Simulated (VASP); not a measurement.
# SnS2 (P-3m1) in VASP: notebook, part 2 of 2

VASP 6.6.1.

## (5) Relaxation of the atoms, rev-vdW-DF2

File INCAR:

```
PREC = Accurate ; ENCUT = 520
EDIFF = 1E-6 ; ISMEAR = 0
SIGMA = 0.05 ; LREAL = False
LASPH = True ; NELM = 100
ALGO = Normal ; ISIF = 2
LWAVE = False ; LCHARG = False
GGA = MK ; LUSE_VDW = True
AGGAC = 0.0 ; PARAM1 = 0.1234
PARAM2 = 0.711357 ; ZAB_VDW = -1.8867
IBRION = 2 ; NSW = 60
EDIFFG = -0.005 ; KPAR = 2
```

File KPOINTS:

```
regular mesh
0
Gamma
  10 10 6
```

File POSCAR:

```
SnS2
1.0
    3.6390000000      0.0000000000      0.0000000000
   -1.8195000000      3.1514664400      0.0000000000
    0.0000000000      0.0000000000      5.5746000000
Sn S
1 2
Direct
    0.0000000000      0.0000000000      0.0000000000
    0.3333333300      0.6666666700      0.2631578900
    0.6666666700      0.3333333300      0.7368421100
```

Potentials or basis: VASP PAW PBE potentials, release 64 (Sn_d, S).

Started as:

```
> cat potpaw_PBE.64/Sn_d/POTCAR potpaw_PBE.64/S/POTCAR > POTCAR
> mpirun -np 2 vasp_std > vasp.out
```

OUTCAR:

```text
PREC = Accurate
   ENCUT = 520
   EDIFF = 1E-6
   ISMEAR = 0
   LREAL = False
   LASPH = True
   NELM = 100
   ISIF = 2
   GGA = MK
   IBRION = 2
   NSW = 60
   EDIFFG = -0.005

 ion  position               nearest neighbor table
   1  0.000  0.000  0.000-   2 2.56   3 2.56   2 2.56   3 2.56   3 2.56   2 2.56
   2  0.333  0.667  0.263-   1 2.56   1 2.56   1 2.56
   3  0.667  0.333  0.737-   1 2.56   1 2.56   1 2.56

  LATTYP: Found a hexagonal cell.
 ALAT       =     3.6390000000
 C/A-ratio  =     1.5319043693

  Lattice vectors:

 A1 = (   3.6390000000,   0.0000000000,   0.0000000000)
 A2 = (  -1.8195000000,   3.1514664400,   0.0000000000)
 A3 = (   0.0000000000,   0.0000000000,   5.5746000000)

Analysis of symmetry for initial positions (statically):
=====================================================================
 Subroutine PRICEL returns:
 Original cell was already a primitive cell.

 Routine SETGRP: Setting up the symmetry group for a
 hexagonal supercell.

 Subroutine GETGRP returns: Found 12 space group operations
 (whereof 12 operations were pure point group operations)
 out of a pool of 24 trial point group operations.

The static configuration has the point symmetry D_3d.

Analysis of symmetry for dynamics (positions and initial velocities):
=====================================================================
 Subroutine PRICEL returns:
 Original cell was already a primitive cell.

 Routine SETGRP: Setting up the symmetry group for a
 hexagonal supercell.

 Subroutine GETGRP returns: Found 12 space group operations
 (whereof 12 operations were pure point group operations)
 out of a pool of 24 trial point group operations.

The dynamic configuration has the point symmetry D_3d.
[... 120 lines left out ...]
     AMIX     =   0.40;   BMIX     =  1.00
     AMIX_MAG =   1.60;   BMIX_MAG =  1.00
  volume/ion in A,a.u.               =      21.31       143.81
  Fermi-wavevector in a.u.,A,eV,Ry     =   1.212913  2.292074 20.016332  1.471159
  Thomas-Fermi vector in A             =   2.348382
   LORBIT       =      0    0 simple, 1 ext, 2 COOP (PROOUT), +10 PAW based schemes
   GGA     = MK    functional components
   LHFCALC =     F    Hartree Fock is set to
   AEXX    =    0.0000 exact exchange contribution
   IVDW_NL    =     1    kernel type
   BPARAM     = 6.3000
   IVDW    =     0    specifies the selected vdW correction
   LEPSILON=     F    determine dielectric tensor
   LRPA    =     F    only Hartree local field effects (RPA)
 conjugate gradient relaxation of ions
 non-spin polarized calculation
 Gauss-broadening in eV      SIGMA  =   0.05
  energy-cutoff  :      520.00
  volume of cell :       63.93
 maximum number of plane-waves:      1752
 NGX is ok and might be reduce to    28
   NGX = 13   NGY = 13   NGZ = 21

--------------------------------------- Ionic step        1  -------------------------------------------

 number of electron      26.0000012 magnetization

 Free energy of the ion-electron system (eV)
  ---------------------------------------------------
  ext. energy  EPLUGINS =         0.00000000
  ---------------------------------------------------
  free energy    TOTEN  =        -7.76874395 eV

  energy without entropy =       -7.76874395  energy(sigma->0) =       -7.76874395

------------------------ aborting loop because EDIFF is reached ----------------------------------------

  FORCE on cell =-STRESS in cart. coord.  units (eV):
  Direction    XX          YY          ZZ          XY          YZ          ZX
  --------------------------------------------------------------------------------------
  -------------------------------------------------------------------------------------
  Total        1.5671440      1.5671440      1.6233492      0.0000000      0.0000000      0.0000000
  in kB       39.2745323     39.2745322     40.6831029      0.0000000      0.0000000      0.0000000
  external PRESSURE =      39.7440558 kB  Pullay stress =       0.0000000 kB
[... 65 lines left out ...]
--------------------------------------- Ionic step        3  -------------------------------------------

 number of electron      26.0000011 magnetization

 Free energy of the ion-electron system (eV)
  ---------------------------------------------------
  ext. energy  EPLUGINS =         0.00000000
  ---------------------------------------------------
  free energy    TOTEN  =        -7.77304955 eV

  energy without entropy =       -7.77304955  energy(sigma->0) =       -7.77304955

 E-fermi :   5.8933     XC(G=0): -10.0966

 val. band max:        5.6653912769   @ k =   0.1000  -0.0000   0.0000
 cond. band min:       6.6132163529   @ k =   0.0000   0.4000   0.3333
 fundamental gap:      0.9478250760
 Fermi energy:         5.8933048558

 k-point     1 :       0.0000    0.0000    0.0000
  band No.  band energies     occupation
      1     -15.5868      2.00000
      2     -15.5868      2.00000
      3     -15.5385      2.00000
      4     -15.5124      2.00000
      5     -15.5124      2.00000
      6      -8.5654      2.00000
[... 457 lines left out ...]
      4     -15.4798      2.00000
      5     -15.4794      2.00000
      6      -6.5627      2.00000
[... 9 lines left out ...]
     16      11.4125      0.00000
     17      11.4176      0.00000

 [... further k-points ...]
[... 5 lines left out ...]
  --------------------------------------------------------------------------------------
  -------------------------------------------------------------------------------------
  Total        1.3269689      1.3269689      1.0868749      0.0000000      0.0000000      0.0000000
  in kB       33.2554536     33.2554535     27.2384071      0.0000000      0.0000000      0.0000000
  external PRESSURE =      31.2497714 kB  Pullay stress =       0.0000000 kB
[... 22 lines left out ...]
  energy  without entropy=       -7.7730495482  energy(sigma->0) =       -7.77304955

Total vdW correction in eV:      3.7876656

 reached required accuracy - stopping structural energy minimisation
```

OSZICAR:

```text
N       E                     dE             d eps       ncg     rms          rms(c)
DAV:   1     0.207512966471E+03    0.20751E+03   -0.12839E+04  2491   0.187E+03
DAV:   2     0.131550436294E+02   -0.19436E+03   -0.19047E+03  2682   0.421E+02
DAV:   3    -0.764911729810E+01   -0.20804E+02   -0.20168E+02  3157   0.124E+02
DAV:   4    -0.824472030751E+01   -0.59560E+00   -0.59497E+00  3162   0.224E+01
[... 19 lines left out ...]
DAV:   1    -0.777241673864E+01   -0.15893E-03   -0.14880E-01  2454   0.179E+00    0.142E-01
DAV:   2    -0.777308101723E+01   -0.66428E-03   -0.76607E-03  3231   0.521E-01    0.499E-02
DAV:   3    -0.777305723166E+01    0.23786E-04   -0.10558E-04  3063   0.772E-02    0.359E-02
DAV:   4    -0.777304980448E+01    0.74272E-05   -0.43041E-05  3250   0.364E-02    0.144E-02
DAV:   5    -0.777304954823E+01    0.25626E-06   -0.60324E-06  2773   0.162E-02
   3 F= -.77730495E+01 E0= -.77730495E+01  d E =-.430560E-02
```

It took 4.8 min on 2 MPI ranks of Intel Xeon Platinum 8259CL at 2.50GHz (Skylake/Cascade Lake), shared host; peak memory 0.42 GiB.

What came out:

| Property | Result |
| --- | --- |
| Free energy | -7.7730 eV |
| Energy gained by relaxing | 1.4 meV/atom |
| Ionic steps | 3 |
| Pressure after relaxing | 3.1 GPa |
| Band gap on the k mesh | 0.95 eV, indirect (least direct gap 1.51 eV) |

Stress tensor (GPa, compression positive):
```
3.33 0.00 0.00
0.00 3.33 0.00
0.00 0.00 2.72
```

Step by step:
| step | energy change (eV) | largest force (eV/Å) | pressure (GPa) |
| --- | --- | --- | --- |
| 1 | 0.0000 | 0.2262 | 3.97 |
| 2 | -0.0035 | 0.0966 | 3.49 |
| 3 | -0.0043 | 0.0012 | 3.12 |

Final structure:
```
Sn S
1.0
     3.63900    0.00000    0.00000
    -1.81950    3.15147    0.00000
     0.00000    0.00000    5.57460
Sn S
1 2
Direct
  0.00000 0.00000 0.00000
  0.33333 0.66667 0.26657
  0.66667 0.33333 0.73343
```

Caveat: the PAW data sets were made with another functional, which shifts forces and pressure a little; spin-orbit coupling is left out, which moves the levels of the heavy elements. A k mesh can miss the band edges.

## (6) Overview

| level | potentials or basis | gap on the mesh (eV) | pressure (GPa) |
| --- | --- | --- | --- |
| PBE+D3(BJ) | VASP PAW PBE potentials, release 64 (Sn_d, S) | 1.06 | 2.0 |
| optB88-vdW | VASP PAW PBE potentials, release 64 (Sn_d, S) | 0.95 | 4.3 |
| LDA | VASP PAW LDA potentials, release 64 (Sn_d, S) | 0.93 | 0.3 |
| rev-vdW-DF2 | VASP PAW PBE potentials, release 64 (Sn_d, S) | 0.95 | 3.1 |

Alike in all rows: task relaxation of the atoms; no spin polarisation; cell atoms relaxed; k mesh 10 × 10 × 6; cutoff (eV) 520; smearing gaussian 0.05 eV.

Caveats: spin-orbit coupling is left out, which moves the levels of the heavy elements; the PAW data sets were made with another functional, which shifts forces and pressure a little (some runs).

Absolute energies hang on the potentials; compare differences alone.
